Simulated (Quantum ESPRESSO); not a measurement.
Crystal: Bi2Te3 (Tellurobismuthite).

```xyz
5
Lattice="2.1930 1.2661 10.1657 -2.1930 1.2661 10.1657 0.0000 -2.5323 10.1657" Properties=species:S:1:pos:R:3 pbc="T T T"
Bi    0.0075    0.0259   18.3063
Bi   -0.0094    0.0118   12.2027
Te    0.0209   -0.0067   24.1171
Te    0.0068    0.0101    6.3671
Te    0.0006    0.0245    0.0087
```

The cell isn't the ideal one: atoms moved at random, drawn with an rms of 0.05 Å.

```yaml
Program: Quantum ESPRESSO 7.5
Task: Berry-phase polarisation
Functional: RPBE
Potentials_or_basis: SSSP 1.3 efficiency PBE
Cutoff: 748 eV
Density_cutoff: 5987 eV
k_mesh: 3 × 3 × 3
Occupations: fermi-dirac, width 0.05 eV
Spin: no spin polarisation
Mixing_beta: 0.5
Most_SCF_iterations: 120
SCF_threshold: 1e-09 Ry
k_points_per_string: 8 × 8 × 8
```

The first run showed a gap, so the response started from a second, tighter run with fixed occupations.

Task: What formal polarisation does the Berry-phase calculation give along the three lattice vectors?

Result: -0.018, 0.047, -0.032 C/m², each defined up to a quantum of 0.991, 0.991, 0.991 C/m², that is -0.018, 0.048, -0.032 of the quanta. A formal value alone isn't measurable: only its change along an insulating path is.

Berry phases in units of 2π:
| direction | ionic | electronic | their sum is defined modulo |
| --- | --- | --- | --- |
| a1 | 0.134 | -0.152 | 1 |
| a2 | 0.069 | -0.021 | 1 |
| a3 | -0.188 | 0.156 | 1 |

Caveat: the k mesh is coarse (spacing up to 0.56 Å⁻¹), so the values aren't converged; the gap on the mesh is small and may close between mesh points, in which case fixed occupations spoil the response; spin-orbit coupling is left out, which as a rule narrows the gap of such compounds by several tenths of an eV; an odd mesh through Γ misses points on the zone boundary, where band edges often lie.
